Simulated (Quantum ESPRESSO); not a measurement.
Crystal: Hf.

```xyz
1
Lattice="-1.8050 1.8050 1.8050 1.8050 -1.8050 1.8050 1.8050 1.8050 -1.8050" Properties=species:S:1:pos:R:3 pbc="T T T"
Hf    0.0000    0.0000    0.0000
```

This isn't the form of Hf at room conditions, which is hcp.

- Program: Quantum ESPRESSO 7.5
- Task: single point
- Functional: PBE
- Potentials or basis: SSSP 1.3 efficiency PBE
- Cutoff: 816 eV
- Density cutoff: 3265 eV
- k mesh: 10 × 10 × 10
- Occupations: fermi-dirac, width 0.05 eV
- Spin: no spin polarisation

On this cell: pressure -4.8 GPa; band gap on the k mesh none (metal or under the smearing width).

The same run follows on a disturbed copy (cell strained at random at fixed volume):

```
CELL_PARAMETERS angstrom
-1.73538 1.78809 1.84034
1.76840 -1.76106 1.84632
1.78180 1.80748 -1.81331
ATOMIC_POSITIONS crystal
Hf 0.98347 0.99320 0.98959
```

Question: What does the disturbed cell give?

Answer: The energy (extrapolated to zero smearing) moves by +1.9 meV/atom; pressure -4.8 GPa; band gap on the k mesh none (metal or under the smearing width).

Stress tensor (GPa, compression positive):
```
-5.59 -1.23 -0.96
-1.23 -4.94 -0.80
-0.96 -0.80 -3.79
```
